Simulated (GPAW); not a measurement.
AlN:

```
CELL_PARAMETERS angstrom
0.00000 2.18399 2.18399
2.18399 0.00000 2.18399
2.18399 2.18399 0.00000
ATOMIC_POSITIONS crystal
Al 0.00000 0.00000 0.00000
N 0.25000 0.25000 0.25000
```

Measurements of this composition are mostly on another form, of space group No. 186.

Program: GPAW 26.7.0. Alike in all runs: no spin polarisation; cell as given.

Order these runs on this cell by their band gap on the k mesh, lowest first.
A. level PBEsol; potentials or basis PAW data sets generated in the run's folder for this functional, pw; k mesh 5 × 5 × 5; cutoff (eV) 680; smearing fermi-dirac 0.01 eV; mesh quality coarse
B. level optB88-vdW; potentials or basis GPAW PAW data sets (gpaw-data 1.2.1), pw; k mesh 10 × 10 × 10; cutoff (eV) 800; smearing fermi-dirac 0.05 eV; band path GXWKGLUWLK,UX; band points 100; older calculator (legacy_gpaw) yes; mesh quality not flagged
C. level TB-mBJ; potentials or basis GPAW PAW data sets for LDA (gpaw-data 1.2.1), pw; k mesh 10 × 10 × 10; cutoff (eV) 800; smearing fermi-dirac 0.05 eV; mesh quality not flagged
D. level GLLB-SC; potentials or basis the program's PAW data sets (release 1.2.1) made for this functional, pw; k mesh 10 × 10 × 10; cutoff (eV) 800; smearing fermi-dirac 0.05 eV; band path GXWKGLUWLK,UX; band points 100; mesh quality not flagged
E. level PBE; potentials or basis GPAW PAW data sets (gpaw-data 1.2.1), pw; k mesh 10 × 10 × 10; cutoff (eV) 800; smearing fermi-dirac 0.05 eV; band path GXWKGLUWLK,UX; band points 100; mesh quality not flagged

E (3.31 eV), B (3.52 eV), A (3.76 eV), C (4.97 eV), D (6.01 eV).

Caveats: some runs use coarse meshes; a model potential gives levels but no total energy (some runs); an odd mesh through Γ misses points on the zone boundary, where band edges often lie (some runs); the GLLB-SC gap is the Kohn-Sham gap of the path plus the derivative discontinuity (some runs).

Not every run made on this cell is shown here.
